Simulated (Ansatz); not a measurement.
The system is CoO.

```
Co O
1.0
     2.82845    0.00000    0.00000
    -1.41423    2.44951    0.00000
     0.00000    0.00000    2.72172
Co O
1 1
Direct
  0.00000 0.00000 0.50000
  0.66667 0.33333 0.00000
```

The cell was built by a generator and needn't be a form met in nature.

| Item | Value |
| --- | --- |
| Program | Ansatz 0.2.0 |
| Task | single point |
| Functional | PBE |
| Potentials or basis | all-electron LAPW, scalar-relativistic |
| Cutoff | 362 eV (chosen from the basis error) |
| Basis error allowed | 0.001 eV/atom |
| k mesh | 11 × 11 × 10 |
| Occupations | fermi-dirac, width 0.05 eV |
| Spin | collinear spin, ferromagnetic start |
| Starting moments | [2.0, 0.0] μB |

On this cell: pressure 0.2 GPa; largest force under 0.003 eV/Å; net moment 3.00 μB per cell; site moments Co +2.58; O +0.42 μB; band gap on the k mesh none (metal or under the smearing width).

The same run follows on a disturbed copy (atoms moved at random, drawn with an rms of 0.05 Å):

```
Co O
1.0
     2.82845    0.00000    0.00000
    -1.41423    2.44951    0.00000
     0.00000    0.00000    2.72172
Co O
1 1
Cartesian
  0.0463 0.0798 1.3745
  1.3878 0.8127 -0.0108
```

**Question.** What changes?

**Answer.** The energy (extrapolated to zero smearing) moves by +8.7 meV/atom; pressure 1.5 GPa; largest force 0.371 eV/Å; net moment 3.00 μB per cell; site moments Co +2.57; O +0.41 μB; band gap on the k mesh none (metal or under the smearing width).

Forces in eV/Å, atoms in the order of the input:
```
Co  -0.249 -0.267 -0.065
O    0.249  0.267  0.065
```

Stress tensor (GPa, compression positive):
```
2.09 0.57 0.37
0.57 0.97 0.33
0.37 0.33 1.56
```

Caveats: a cell with one magnetic atom can't hold antiferromagnetic order, which such compounds often take; semilocal functionals often make such compounds metallic where correlation or magnetic order opens a gap, which also shifts bond lengths.
